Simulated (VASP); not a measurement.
# SiC: relaxation of cell and atoms with PBEsol

SiC:

```
C Si
1.0
     0.00000    2.25261    2.25261
     2.25261    0.00000    2.25261
     2.25261    2.25261    0.00000
C Si
1 1
Direct
  0.75000 0.75000 0.75000
  0.50000 0.50000 0.50000
```

The cell was built by a generator and isn't the measured one.

```json
{"Program": "VASP 6.6.1", "Task": "relaxation of cell and atoms", "Functional": "PBEsol", "Potentials or basis": "VASP PAW PBE potentials, release 64 (C, Si)", "Cutoff": "600 eV", "k mesh": "3 × 3 × 3", "Occupations": "gaussian, width 0.02 eV", "Spin": "no spin polarisation", "Further INCAR settings": "ALGO = Normal; EDIFF = 1e-06; IBRION = 2; EDIFFG = -0.005; NSW = 60; ISIF = 3"}
```

```yaml
Relaxed_volume: 10.42 Å³/atom
Relaxed_cell: a = 3.089 Å, b = 3.089 Å, c = 3.089 Å, α = 60.00°, β = 60.00°, γ = 60.00°
Space_group_after_relaxing_to_0.05_Å: F-43m (No. 216)
Energy_gained_by_relaxing: 57.8 meV/atom
Ionic_steps: 6
Pressure_after_relaxing: 0.0 GPa
Band_gap_on_the_k_mesh: 2.36 eV, indirect (least direct gap 5.03 eV)
```

Step by step:
```
step  energy change (eV)  largest force (eV/Å)  pressure (GPa)  volume (Å³)
   1              0.0000                0.0000          -16.96        22.86
   2              0.0010                0.0000           22.85        19.09
   3             -0.1155                0.0000           -0.29        20.87
   4             -0.1155                0.0000            0.11        20.83
   5             -0.1155                0.0000           -0.10        20.85
   6             -0.1155                0.0000           -0.02        20.84
```

Final structure:
```yaml
crystal:
  lattice:
    - [0.00000, 2.18417, 2.18417]
    - [2.18417, 0.00000, 2.18417]
    - [2.18417, 2.18417, 0.00000]
  atoms:
    - { symbol: C, position: [0.75000, 0.75000, 0.75000] }
    - { symbol: Si, position: [0.50000, 0.50000, 0.50000] }
```

Levels at points of the mesh, in eV from the valence-band top:
| k point | band 1 | band 2 | band 3 | band 4 | band 5 | band 6 | band 7 | band 8 |
| --- | --- | --- | --- | --- | --- | --- | --- | --- |
| (0.00, 0.00, 0.00) | -15.45 | 0.00 | 0.00 | 0.00 | 6.06 | 7.04 | 7.04 | 7.04 |

Wall time 5.4 s on 1 thread of Intel(R) Xeon(R) 6975P-C (Granite Rapids) (shared host), peak memory 0.15 GiB.

Caveat: the k mesh is coarse (spacing up to 0.81 Å⁻¹), so the values aren't converged; the PAW data sets were made with another functional, which shifts forces and pressure a little; an odd mesh through Γ misses points on the zone boundary, where band edges often lie.
